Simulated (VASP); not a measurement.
**Mo: relaxation of cell and atoms with RPBE**

Mo:

```
CELL_PARAMETERS angstrom
-1.58784 1.58784 1.58784
1.58784 -1.58784 1.58784
1.58784 1.58784 -1.58784
ATOMIC_POSITIONS crystal
Mo 0.00000 0.00000 0.00000
```

```
Program                : VASP 6.6.1
Task                   : relaxation of cell and atoms
Functional             : RPBE
Potentials or basis    : VASP PAW PBE potentials, release 64 (Mo_sv)
Cutoff                 : 600 eV
k mesh                 : 16 × 16 × 16
Occupations            : methfessel-paxton, width 0.1 eV
Spin                   : no spin polarisation
Further INCAR settings : ALGO = Normal; EDIFF = 1e-07; IBRION = 2; EDIFFG = -0.005; NSW = 90; ISIF = 3
```

```yaml
Pressure_after_relaxing: 0.0 GPa
Band_gap_on_the_k_mesh: none (metal or under the smearing width)
```

Final structure:
```
Mo
1.0
    -1.58784    1.58784    1.58784
     1.58784   -1.58784    1.58784
     1.58784    1.58784   -1.58784
Mo
1
Direct
  0.00000 0.00000 0.00000
```

Levels at points of the mesh, in eV from the Fermi level:
| k point | band 3 | band 4 | band 5 | band 6 | band 7 | band 8 | band 9 | band 10 | band 11 |
| --- | --- | --- | --- | --- | --- | --- | --- | --- | --- |
| (0.00, 0.00, 0.00) | -34.60 | -34.60 | -7.13 | -1.31 | -1.31 | -1.31 | 1.63 | 1.63 | 14.79 |
| (0.50, 0.00, 0.00) | -35.02 | -34.61 | -5.17 | -3.28 | 1.54 | 1.65 | 2.26 | 4.57 | 11.30 |
| (0.50, 0.50, 0.50) | -35.50 | -35.50 | -5.24 | -5.24 | 3.84 | 3.84 | 3.84 | 8.90 | 8.90 |

Run time: 8.5 s on 1 thread of Intel(R) Xeon(R) 6975P-C (Granite Rapids) (shared host), peak memory 0.16 GiB.

Caveat: the relaxation stopped at its first step, so nothing moved; the PAW data sets were made with another functional, which shifts forces and pressure a little.
